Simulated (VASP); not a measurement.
# KMgF3 (Pm-3m) in VASP: notebook

One crystal, KMgF3, is run at these levels: PBE+D3(BJ); tasks: relaxation of cell and atoms, relaxation of the atoms.

Everything below comes from runs of VASP 6.6.1. Logs are shortened: lines on timing, memory, paths and dates and some standing lists are left out, and cuts for length are marked.

### Step 1. The structure

The structure is cubic, space group Pm-3m (No. 221). Conventional cell: a = 4.007 Å, b = 4.007 Å, c = 4.007 Å, α = 90.00°, β = 90.00°, γ = 90.00°. K (site symmetry m-3m) is surrounded by 12 F at 2.83 Å. Around Mg (site symmetry m-3m) lie 6 F at 2.00 Å. F (site symmetry 4/mmm) is surrounded by 2 Mg at 2.00 Å.

### Step 2. Relaxation of cell and atoms, PBE+D3(BJ)

Contents of INCAR:

```
SYSTEM = KMgF3
  PREC = Accurate
  ENCUT = 600
  EDIFF = 1E-7
  ISMEAR = 0
  SIGMA = 0.03
  LREAL = .FALSE.
  LASPH = .TRUE.
  NELM = 80
  ALGO = Normal
  ISIF = 3
  LWAVE = .FALSE.
  LCHARG = .FALSE.
  GGA = PE
  IVDW = 12
  IBRION = 2
  NSW = 90
  EDIFFG = -0.005
```

Contents of KPOINTS:

```
regular mesh
0
G
  8 8 8
  0 0 0
```

Contents of POSCAR:

```
KMgF3                                   
1.0
    4.0069033723      0.0000000000     -0.0000000000
    0.0000000000      4.0069033723      0.0000000000
    0.0000000000     -0.0000000000      4.0069033723
  K               Mg              F             
     1     1     3
Direct
     0.5000000000000000    0.5000000000000000    0.5000000000000000
     0.0000000000000000    0.0000000000000000    0.0000000000000000
     0.5000000000000000    0.0000000000000000    0.0000000000000000
     0.0000000000000000    0.5000000000000000    0.0000000000000000
     0.0000000000000000    0.0000000000000000    0.5000000000000000
```

Potentials or basis: VASP PAW PBE potentials, release 64 (K_sv, Mg, F).

Started as:

```bash
> cat potpaw_PBE.64/K_sv/POTCAR potpaw_PBE.64/Mg/POTCAR potpaw_PBE.64/F/POTCAR > POTCAR
> mpirun -np 1 vasp_std > vasp.out
```

OUTCAR:

```text
SYSTEM = KMgF3
   PREC = Accurate
   ENCUT = 600
   EDIFF = 1E-7
   ISMEAR = 0
   LREAL = .FALSE.
   LASPH = .TRUE.
   NELM = 80
   ISIF = 3
   GGA = PE
   IVDW = 12
   IBRION = 2
   NSW = 90
   EDIFFG = -0.005
 IVDW          = 12

 ion  position               nearest neighbor table
   1  0.500  0.500  0.500-   3 2.83   4 2.83   5 2.83   3 2.83   4 2.83   3 2.83   5 2.83   3 2.83
                             4 2.83   5 2.83   4 2.83   5 2.83   2 3.47   2 3.47   2 3.47   2 3.47
   2  0.000  0.000  0.000-   3 2.00   4 2.00   5 2.00   5 2.00   4 2.00   3 2.00   1 3.47   1 3.47
                             1 3.47   1 3.47   1 3.47   1 3.47   1 3.47   1 3.47
   3  0.500  0.000  0.000-   2 2.00   2 2.00   1 2.83   1 2.83   1 2.83   1 2.83
   4  0.000  0.500  0.000-   2 2.00   2 2.00   1 2.83   1 2.83   1 2.83   1 2.83
   5  0.000  0.000  0.500-   2 2.00   2 2.00   1 2.83   1 2.83   1 2.83   1 2.83

  LATTYP: Found a simple cubic cell.
 ALAT       =     4.0069033723

  Lattice vectors:

 A1 = (   4.0069033723,   0.0000000000,   0.0000000000)
 A2 = (   0.0000000000,   4.0069033723,   0.0000000000)
 A3 = (   0.0000000000,   0.0000000000,   4.0069033723)

Analysis of symmetry for initial positions (statically):
=====================================================================
 Subroutine PRICEL returns:
 Original cell was already a primitive cell.

 Routine SETGRP: Setting up the symmetry group for a
 simple cubic supercell.

 Subroutine GETGRP returns: Found 48 space group operations
 (whereof 48 operations were pure point group operations)
 out of a pool of 48 trial point group operations.

The static configuration has the point symmetry O_h .

Analysis of symmetry for dynamics (positions and initial velocities):
=====================================================================
 Subroutine PRICEL returns:
 Original cell was already a primitive cell.

 Routine SETGRP: Setting up the symmetry group for a
 simple cubic supercell.

 Subroutine GETGRP returns: Found 48 space group operations
 (whereof 48 operations were pure point group operations)
 out of a pool of 48 trial point group operations.

The dynamic configuration has the point symmetry O_h .

 Subroutine INISYM returns: Found 48 space group operations
 (whereof 48 operations are pure point group operations),
 and found     1 'primitive' translations

----------------------------------------------------------------------------------------

[... 102 lines left out ...]
   IBRION =      2    ionic relax: 0-MD 1-quasi-New 2-CG
   NFREE  =      1    steps in history (QN), initial steepest desc. (CG)
   ISIF   =      3    stress and relaxation
   ISYM   =      2    0-nonsym 1-usesym 2-fastsym
   POTIM  = 0.5000    time-step for ionic-motion
   TEBEG  =    0.0;   TEEND  =   0.0 temperature during run
   PSTRESS=    0.0 pullay stress
   NELECT =      32.0000    total number of electrons
   NUPDOWN=      -1.0000    fix difference up-down
   EMIN   =  10.00;   EMAX   =-10.00  energy-range for DOS
   EFERMI =   0.00;   METHOD = LEGACY
   ISMEAR =     0;   SIGMA  =   0.03  broadening in eV -4-tet -1-fermi 0-gaus
   EFERMI_NEDOS =   21; number of points for ismear=-14 and -15
   IALGO  =     38    algorithm
   IMIX   =      4    mixing-type and parameters
     AMIX     =   0.40;   BMIX     =  1.00
     AMIX_MAG =   1.60;   BMIX_MAG =  1.00
  volume/ion in A,a.u.               =      12.87        86.83
  Fermi-wavevector in a.u.,A,eV,Ry     =   1.297127  2.451215 22.892338  1.682539
  Thomas-Fermi vector in A             =   2.428540
   LORBIT       =      0    0 simple, 1 ext, 2 COOP (PROOUT), +10 PAW based schemes
   GGA     = PE    functional components
   LHFCALC =     F    Hartree Fock is set to
   AEXX    =    0.0000 exact exchange contribution
   IVDW    =    12    specifies the selected vdW correction
   LEPSILON=     F    determine dielectric tensor
   LRPA    =     F    only Hartree local field effects (RPA)
 conjugate gradient relaxation of ions
 non-spin polarized calculation
 Gauss-broadening in eV      SIGMA  =   0.03
  energy-cutoff  :      600.00
  volume of cell :       64.33
 maximum number of plane-waves:      2176
   NGX = 17   NGY = 17   NGZ = 17

 number of electron      32.0000025 magnetization

 Free energy of the ion-electron system (eV)
  ---------------------------------------------------
  ext. energy  EPLUGINS =         0.00000000
  ---------------------------------------------------
  free energy    TOTEN  =       -24.44126884 eV

  energy without entropy =      -24.44126884  energy(sigma->0) =      -24.44126884

 E-fermi :  -1.4396     XC(G=0):  -9.6059

 val. band max:       -1.6832031050   @ k =   0.5000   0.5000   0.5000
 cond. band min:       5.5049539608   @ k =   0.0000   0.0000   0.0000
 fundamental gap:      7.1881570658
 Fermi energy:        -1.4396029590

 k-point     1 :       0.0000    0.0000    0.0000
  band No.  band energies     occupation
      1     -27.3665      2.00000
      2     -21.7610      2.00000
      3     -21.1271      2.00000
      4     -21.1271      2.00000
      5     -10.8569      2.00000
      6     -10.8569      2.00000
[... 541 lines left out ...]
     19      10.1585      0.00000
     20      10.3387      0.00000

 [... further k-points ...]

------------------------ aborting loop because EDIFF is reached ----------------------------------------

 Edisp (eV)   -0.81835

 E8    (eV) :    -0.3423

  FORCE on cell =-STRESS in cart. coord.  units (eV):
  Direction    XX          YY          ZZ          XY          YZ          ZX
  --------------------------------------------------------------------------------------
  -------------------------------------------------------------------------------------
  Total      -0.00816    -0.00816    -0.00816     0.00000     0.00000     0.00000
  in kB      -0.20322    -0.20322    -0.20322     0.00000     0.00000     0.00000
  external pressure =       -0.20 kB  Pullay stress =        0.00 kB

 VOLUME and BASIS-vectors are now :
 -----------------------------------------------------------------------------
  energy-cutoff  :      600.00
  volume of cell :       64.33
      direct lattice vectors                 reciprocal lattice vectors
     4.006903372  0.000000000  0.000000000     0.249569283  0.000000000  0.000000000
     0.000000000  4.006903372  0.000000000     0.000000000  0.249569283  0.000000000
     0.000000000  0.000000000  4.006903372     0.000000000  0.000000000  0.249569283

 POSITION                                       TOTAL-FORCE (eV/Angst)
 -----------------------------------------------------------------------------------
      2.00345      2.00345      2.00345         0.000000      0.000000      0.000000
      0.00000      0.00000      0.00000         0.000000      0.000000      0.000000
      2.00345      0.00000      0.00000         0.000000      0.000000      0.000000
      0.00000      2.00345      0.00000         0.000000      0.000000      0.000000
      0.00000      0.00000      2.00345         0.000000      0.000000      0.000000
 -----------------------------------------------------------------------------------
    total drift:                                0.000000      0.000000     -0.000000

  FREE ENERGIE OF THE ION-ELECTRON SYSTEM (eV)
  ---------------------------------------------------
  free  energy   TOTEN  =       -25.2596219179 eV

  energy  without entropy=      -25.2596219179  energy(sigma->0) =      -25.25962192

 reached required accuracy - stopping structural energy minimisation
```

OSZICAR:

```text
N       E                     dE             d eps       ncg     rms          rms(c)
DAV:   1     0.276122995851E+03    0.27612E+03   -0.19140E+04  1416   0.171E+03
DAV:   2    -0.122948587410E+02   -0.28842E+03   -0.27583E+03  1912   0.417E+02
DAV:   3    -0.258277589532E+02   -0.13533E+02   -0.13496E+02  1684   0.905E+01
DAV:   4    -0.266453653227E+02   -0.81761E+00   -0.81635E+00  2476   0.132E+01
DAV:   5    -0.266477773019E+02   -0.24120E-02   -0.24119E-02  1628   0.786E-01    0.898E+00
DAV:   6    -0.244494493717E+02    0.21983E+01   -0.95220E+00  1552   0.228E+01    0.375E+00
DAV:   7    -0.244415511800E+02    0.78982E-02   -0.24479E-01  1888   0.341E+00    0.238E+00
DAV:   8    -0.244410416987E+02    0.50948E-03   -0.71490E-02  1632   0.298E+00    0.281E-01
DAV:   9    -0.244409314718E+02    0.11023E-03   -0.13334E-02  1812   0.851E-01    0.120E-01
DAV:  10    -0.244412512379E+02   -0.31977E-03   -0.11172E-03  1908   0.269E-01    0.647E-02
DAV:  11    -0.244412893762E+02   -0.38138E-04   -0.20306E-04  1664   0.112E-01    0.291E-02
DAV:  12    -0.244412686753E+02    0.20701E-04   -0.10787E-04  1636   0.720E-02    0.184E-03
DAV:  13    -0.244412689331E+02   -0.25778E-06   -0.18192E-06  1792   0.108E-02    0.837E-04
DAV:  14    -0.244412688186E+02    0.11450E-06   -0.18295E-07  1280   0.334E-03    0.479E-04
DAV:  15    -0.244412688389E+02   -0.20390E-07   -0.12359E-08  1092   0.102E-03
   1 F= -.25259622E+02 E0= -.25259622E+02  d E =-.252596E+02
```

Run time: 16 s. Hardware: 1 thread of Intel Xeon 6975P-C (Granite Rapids), shared host; peak memory 0.22 GiB.

Results:

- Free energy: -25.2596 eV
- Pressure after relaxing: 0.0 GPa
- Band gap on the k mesh: 7.19 eV, indirect (least direct gap 7.51 eV)
- Dispersion energy per atom: -0.164 eV

Final structure:
```
K Mg F
1.0
     4.00690    0.00000    0.00000
     0.00000    4.00690    0.00000
     0.00000    0.00000    4.00690
K Mg F
1 1 3
Direct
  0.50000 0.50000 0.50000
  0.00000 0.00000 0.00000
  0.50000 0.00000 0.00000
  0.00000 0.50000 0.00000
  0.00000 0.00000 0.50000
```

Caveat: the relaxation stopped at its first step, so nothing moved. A k mesh can miss the band edges.

### Step 3. Relaxation of the atoms, PBE+D3(BJ) (a relaxed cell with its volume scaled by 0.94)

INCAR, as its differences from that of step 2:

```diff
@@ -10,3 +10,3 @@
   ALGO = Normal
-  ISIF = 3
+  ISIF = 2
   LWAVE = .FALSE.
@@ -16,3 +16,3 @@
   IBRION = 2
-  NSW = 90
-  EDIFFG = -0.005
+  NSW = 40
+  EDIFFG = -0.01
```

KPOINTS is that of step 2.

POSCAR, as its differences from that of step 2:

```diff
@@ -2,5 +2,5 @@
 1.0
-    4.0069033723      0.0000000000     -0.0000000000
-    0.0000000000      4.0069033723      0.0000000000
-    0.0000000000     -0.0000000000      4.0069033723
+    3.9251068825      0.0000000000      0.0000000000
+    0.0000000000      3.9251068825      0.0000000000
+    0.0000000000      0.0000000000      3.9251068825
   K               Mg              F
```

Potentials or basis: VASP PAW PBE potentials, release 64 (K_sv, Mg, F).

Started as:

```bash
> cat potpaw_PBE.64/K_sv/POTCAR potpaw_PBE.64/Mg/POTCAR potpaw_PBE.64/F/POTCAR > POTCAR
> mpirun -np 1 vasp_std > vasp.out
```

It took 15 s on 1 thread of Intel Xeon 6975P-C (Granite Rapids), shared host; peak memory 0.21 GiB.

It converged, with:

```yaml
Free_energy: -25.1906 eV
Pressure_after_relaxing: 5.1 GPa
Band_gap_on_the_k_mesh: 7.67 eV, indirect (least direct gap 7.99 eV)
Dispersion_energy_per_atom: -0.174 eV
```

Final structure:
```cif
data_structure
_symmetry_space_group_name_H-M 'P 1'
_symmetry_Int_Tables_number 1
_cell_length_a 3.9251
_cell_length_b 3.9251
_cell_length_c 3.9251
_cell_angle_alpha 90.000
_cell_angle_beta 90.000
_cell_angle_gamma 90.000
_cell_volume 60.47
loop_
_atom_site_label
_atom_site_type_symbol
_atom_site_fract_x
_atom_site_fract_y
_atom_site_fract_z
_atom_site_occupancy
K1 K 0.50000 0.50000 0.50000 1
Mg1 Mg 0.00000 0.00000 0.00000 1
F1 F 0.50000 0.00000 0.00000 1
F2 F 0.00000 0.50000 0.00000 1
F3 F 0.00000 0.00000 0.50000 1
```

Levels at points of the mesh, in eV from the valence-band top:
```tsv
k point	band 14	band 15	band 16	band 17	band 18	band 19
(0.00, 0.00, 0.00)	-0.32	-0.32	-0.32	7.67	10.14	10.14
(0.50, 0.00, 0.00)	-0.91	-0.56	-0.56	10.41	10.93	11.24
(0.50, 0.50, 0.00)	-0.93	-0.93	-0.02	11.19	11.93	13.08
(0.50, 0.50, 0.50)	0.00	0.00	0.00	10.63	10.63	10.63
```

Caveat: the relaxation stopped at its first step, so nothing moved. A k mesh can miss the band edges.

### Step 4. Relaxation of the atoms, PBE+D3(BJ) (a relaxed cell with its volume scaled by 0.96)

INCAR is that of step 3.

KPOINTS is that of step 3.

POSCAR, as its differences from that of step 3:

```diff
@@ -2,5 +2,5 @@
 1.0
-    3.9251068825      0.0000000000      0.0000000000
-    0.0000000000      3.9251068825      0.0000000000
-    0.0000000000      0.0000000000      3.9251068825
+    3.9527493910      0.0000000000      0.0000000000
+    0.0000000000      3.9527493910      0.0000000000
+    0.0000000000      0.0000000000      3.9527493910
   K               Mg              F
```

Started as:

```bash
> cat potpaw_PBE.64/K_sv/POTCAR potpaw_PBE.64/Mg/POTCAR potpaw_PBE.64/F/POTCAR > POTCAR
> mpirun -np 1 vasp_std > vasp.out
```

It took 15 s on 1 thread of Intel Xeon 6975P-C (Granite Rapids), shared host; peak memory 0.22 GiB.

The run converged. Its results:

```yaml
Free_energy: -25.2276 eV
Pressure_after_relaxing: 3.2 GPa
Band_gap_on_the_k_mesh: 7.50 eV, indirect (least direct gap 7.82 eV)
Dispersion_energy_per_atom: -0.170 eV
```

Final structure:
```cif
data_structure
_symmetry_space_group_name_H-M 'P 1'
_symmetry_Int_Tables_number 1
_cell_length_a 3.9527
_cell_length_b 3.9527
_cell_length_c 3.9527
_cell_angle_alpha 90.000
_cell_angle_beta 90.000
_cell_angle_gamma 90.000
_cell_volume 61.76
loop_
_atom_site_label
_atom_site_type_symbol
_atom_site_fract_x
_atom_site_fract_y
_atom_site_fract_z
_atom_site_occupancy
K1 K 0.50000 0.50000 0.50000 1
Mg1 Mg 0.00000 0.00000 0.00000 1
F1 F 0.50000 0.00000 0.00000 1
F2 F 0.00000 0.50000 0.00000 1
F3 F 0.00000 0.00000 0.50000 1
```

Levels at points of the mesh, in eV from the valence-band top:
| k point | band 13 | band 14 | band 15 | band 16 | band 17 | band 18 | band 19 | band 20 |
| --- | --- | --- | --- | --- | --- | --- | --- | --- |
| (0.00, 0.00, 0.00) | -0.65 | -0.32 | -0.32 | -0.32 | 7.50 | 10.12 | 10.12 | 12.30 |
| (0.50, 0.00, 0.00) | -0.89 | -0.89 | -0.54 | -0.54 | 10.28 | 10.71 | 11.19 | 12.94 |
| (0.50, 0.50, 0.00) | -1.08 | -0.91 | -0.91 | -0.02 | 11.07 | 11.82 | 12.88 | 12.88 |
| (0.50, 0.50, 0.50) | -1.14 | 0.00 | 0.00 | 0.00 | 10.55 | 10.55 | 10.55 | 14.21 |

Caveat: the relaxation stopped at its first step, so nothing moved.

### Step 5. Relaxation of the atoms, PBE+D3(BJ) (a relaxed cell with its volume scaled by 0.98)

INCAR is that of step 4.

KPOINTS is that of step 4.

POSCAR, as its differences from that of step 4:

```diff
@@ -2,5 +2,5 @@
 1.0
-    3.9527493910      0.0000000000      0.0000000000
-    0.0000000000      3.9527493910      0.0000000000
-    0.0000000000      0.0000000000      3.9527493910
+    3.9800105931      0.0000000000      0.0000000000
+    0.0000000000      3.9800105931      0.0000000000
+    0.0000000000      0.0000000000      3.9800105931
   K               Mg              F
```

Started as:

```bash
> cat potpaw_PBE.64/K_sv/POTCAR potpaw_PBE.64/Mg/POTCAR potpaw_PBE.64/F/POTCAR > POTCAR
> mpirun -np 1 vasp_std > vasp.out
```

Run time: 15 s. Hardware: 1 thread of Intel Xeon 6975P-C (Granite Rapids), shared host; peak memory 0.22 GiB.

It converged, with:

```
Free energy                : -25.2502 eV
Pressure after relaxing    : 1.5 GPa
Band gap on the k mesh     : 7.34 eV, indirect (least direct gap 7.66 eV)
Dispersion energy per atom : -0.167 eV
```

Final structure:
```xyz
5
Lattice="3.9800 0.0000 0.0000 0.0000 3.9800 0.0000 0.0000 0.0000 3.9800" Properties=species:S:1:pos:R:3 pbc="T T T"
K     1.9900    1.9900    1.9900
Mg    0.0000    0.0000    0.0000
F     1.9900    0.0000    0.0000
F     0.0000    1.9900    0.0000
F     0.0000    0.0000    1.9900
```

Levels at points of the mesh, in eV from the valence-band top:
```csv
k point,band 13,band 14,band 15,band 16,band 17,band 18,band 19,band 20
"(0.00, 0.00, 0.00)",-0.63,-0.32,-0.32,-0.32,7.34,10.09,10.09,12.25
"(0.50, 0.00, 0.00)",-0.87,-0.87,-0.53,-0.53,10.15,10.49,11.13,12.84
"(0.50, 0.50, 0.00)",-1.05,-0.90,-0.90,-0.02,10.95,11.72,12.68,12.68
"(0.50, 0.50, 0.50)",-1.12,0.00,0.00,0.00,10.46,10.46,10.46,14.08
```

Caveat: the relaxation stopped at its first step, so nothing moved. A k mesh can miss the band edges.

### Step 6. The runs side by side

```tsv
task	cell	gap on the mesh (eV)	pressure (GPa)
relaxation of cell and atoms	relaxed	7.19	0.0
relaxation of the atoms	atoms relaxed from: a relaxed cell with its volume scaled by 0.94	7.67	5.1
relaxation of the atoms	atoms relaxed from: a relaxed cell with its volume scaled by 0.96	7.50	3.2
relaxation of the atoms	atoms relaxed from: a relaxed cell with its volume scaled by 0.98	7.34	1.5
```

Alike in all rows: level PBE+D3(BJ); potentials or basis VASP PAW PBE potentials, release 64 (K_sv, Mg, F); no spin polarisation; k mesh 8 × 8 × 8; cutoff (eV) 600; smearing gaussian 0.03 eV.

Caveats: the relaxation stopped at its first step, so nothing moved.

Absolute energies hang on the potentials; compare differences alone.
